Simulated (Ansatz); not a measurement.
**Structure optimisation: germanium, ST12**

Theory: DFT, revPBE, plane waves (420 eV) with PAW, scalar-relativistic (Ansatz). (PAW data from PBE, frozen cores regenerated.)

k-point mesh 3×3×3, Fermi-Dirac smearing 0.05 eV, no spin polarisation. Cell and atoms relax.

Starting structure:

```
CELL_PARAMETERS angstrom
5.93000 0.00000 0.00000
0.00000 5.93000 0.00000
0.00000 0.00000 6.98000
ATOMIC_POSITIONS crystal
Ge 0.09120 0.09120 0.00000
Ge 0.40880 0.59120 0.75000
Ge 0.90880 0.90880 0.50000
Ge 0.59120 0.40880 0.25000
Ge 0.17300 0.37840 0.24860
Ge 0.12160 0.67300 0.99860
Ge 0.82700 0.62160 0.74860
Ge 0.87840 0.32700 0.49860
Ge 0.67300 0.12160 0.00140
Ge 0.62160 0.82700 0.25140
Ge 0.32700 0.87840 0.50140
Ge 0.37840 0.17300 0.75140
```

Problem. The pressure at the start is 5.2 GPa. By how much does the volume change?

Solution. From 20.45 to 21.94 Å³ per atom, 7.2 %. The final cell has a = 6.038 Å, c = 7.221 Å (c/a = 1.196).

Problem. How much energy does the relaxation gain?

Solution. 28.1 meV per atom.

Path of the relaxation (the plane waves are chosen anew near the end, which can shift the energy a little):

| step | E − E(final) (meV/atom) | V (Å³/atom) | P (GPa) | max force (eV/Å) |
| --- | --- | --- | --- | --- |
| 0 | 28.12 | 20.454 | 5.23 | 0.315 |
| 1 | 1.30 | 21.957 | 0.35 | 0.059 |
| 2 | 0.34 | 21.914 | 0.10 | 0.012 |
| 3 | 0.30 | 21.937 | 0.00 | 0.001 |
| 4 | 0.00 | 21.937 | 0.02 | 0.001 |
